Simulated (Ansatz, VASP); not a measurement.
**One calculation of P, two programs**

```
CELL_PARAMETERS angstrom
0.00000 1.93639 1.93639
1.93639 0.00000 1.93639
1.93639 1.93639 0.00000
ATOMIC_POSITIONS crystal
P 0.00000 0.00000 0.00000
```

Alike in both runs: functional PBE; k mesh 17 × 17 × 17; occupations fermi-dirac, width 0.08 eV; no spin polarisation.

Ansatz relaxed the structure, and its values are those at the end. VASP's run is a single point on that final structure, the one shown.

```csv
,VASP,Ansatz
version,VASP 6.6.1,Ansatz 0.2.0
potentials or method,"VASP PAW PBE potentials, release 64 (P)","PAW with Ansatz's default frozen-core files, scalar-relativistic"
plane-wave cutoff (eV),520,420
valence electrons in the cell,5,5
```

```csv
,VASP,Ansatz,Ansatz less VASP
pressure (GPa),-0.2,0.0,+0.17
```
